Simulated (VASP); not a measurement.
**From VASP inputs to Ansatz: HgSe (strained zincblende)**

INCAR

```
PREC = Accurate
ENCUT = 520
LWAVE = .FALSE.
IBRION = -1
ISIF = 2
GGA = PE
LASPH = .TRUE.
ISMEAR = -1
LREAL = .FALSE.
NELM = 120
LCHARG = .FALSE.
NBANDS = 16
NSW = 0
SIGMA = 0.02
EDIFF = 1E-7
```

KPOINTS

```
KPOINTS created by Atomic Simulation Environment
0
Gamma
8 8 8
0 0 0
```

KPOINTS_OPT

```
special points
6
Reciprocal
0.0000000000 0.0000000000 0.0000000000 1
-0.5000000000 -0.5000000000 0.0000000000 1
-0.3750000000 -0.3750000000 0.2500000000 1
-0.3750000000 0.0000000000 0.3750000000 1
0.0000000000 0.0000000000 0.5000000000 1
-0.5000000000 -0.2500000000 0.2500000000 1
```

POSCAR

```
Hg Se
 1.0000000000000000
     0.0000000000000000    3.0308117952000000    3.0308117952000000
     3.0308117952000000    0.0000000000000000    3.0308117952000000
     3.0308117952000000    3.0308117952000000    0.0000000000000000
 Hg  Se
   1   1
Cartesian
  0.0000000000000000  0.0000000000000000  0.0000000000000000
  1.5154058976000000  1.5154058976000000  1.5154058976000000
```

VASP ran with the recommended PBE PAW datasets (18 valence electrons in the cell).

Translate these files to an Ansatz input.



```yaml
crystal:
  lattice:
    - [0.0, 3.0308117952, 3.0308117952]
    - [3.0308117952, 0.0, 3.0308117952]
    - [3.0308117952, 3.0308117952, 0.0]
  atoms:
    - { symbol: Hg, position: [0.0, 0.0, 0.0] }
    - { symbol: Se, position: [0.25, 0.25, 0.25] }
kpoints:
  mp_grid: { grid: [8, 8, 8] }
  band_path:
    path:
      - [0.0, 0.0, 0.0]
      - [-0.5, -0.5, 0.0]
      - [-0.375, -0.375, 0.25]
      - [-0.375, 0.0, 0.375]
      - [0.0, 0.0, 0.5]
      - [-0.5, -0.25, 0.25]
    npoints: 1
hamiltonian:
  xc: pbe
scf:
  occupations: { method: fermi_dirac, width: 0.02 }
  n_extra_bands: 4
output:
  forces: true
  stress: true
  eigenvalues: true
```

Other inputs would serve too.

|  | VASP | Ansatz |
| --- | --- | --- |
| gap between bands v and c | 0.00 eV | 0.00 eV |
| least direct gap | 0.00 eV | 0.00 eV |
| pressure | 5.6 GPa | 5.3 GPa |

Datasets and cutoffs are each program's own. VASP's cell holds 18 valence electrons and Ansatz's 36. Ansatz's stress includes a Pulay correction; VASP's doesn't.
